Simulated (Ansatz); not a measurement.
The system is Ge.

```
Ge
1.0
     1.48805   -2.59469    0.00000
     1.48805    2.59469    0.00000
     0.00000    0.00000    4.72760
Ge
2
Direct
  0.33345 0.66655 0.25000
  0.66655 0.33345 0.75000
```

This isn't the form of Ge at room conditions, which is diamond.

- Program: Ansatz 0.2.0
- Task: single point
- Functional: PBE
- Potentials or basis: Ansatz PAW
- Cutoff: 420 eV (not typed: the program's choice for these potentials)
- k mesh: 10 × 10 × 6
- Occupations: fermi-dirac, width 0.05 eV
- Spin: no spin polarisation

On this cell: pressure 4.3 GPa; largest force under 0.003 eV/Å; band gap on the k mesh none (metal or under the smearing width).

The same run follows on a disturbed copy (atoms moved at random, drawn with an rms of 0.05 Å):

```
CELL_PARAMETERS angstrom
1.48805 -2.59469 0.00000
1.48805 2.59469 0.00000
0.00000 0.00000 4.72760
ATOMIC_POSITIONS crystal
Ge 0.32710 0.67936 0.25322
Ge 0.67910 0.33589 0.74526
```

Question: What does the disturbed cell give?

Answer: The energy (extrapolated to zero smearing) moves by +0.1 meV/atom; pressure 4.4 GPa; largest force 0.032 eV/Å; band gap on the k mesh none (metal or under the smearing width).

Forces in eV/Å, atoms in the order of the input:
```
Ge   0.000 -0.013 -0.029
Ge   0.000  0.013  0.029
```

Stress tensor (GPa, compression positive):
```
 3.60  0.02 -0.03
 0.02  3.35  0.05
-0.03  0.05  6.13
```
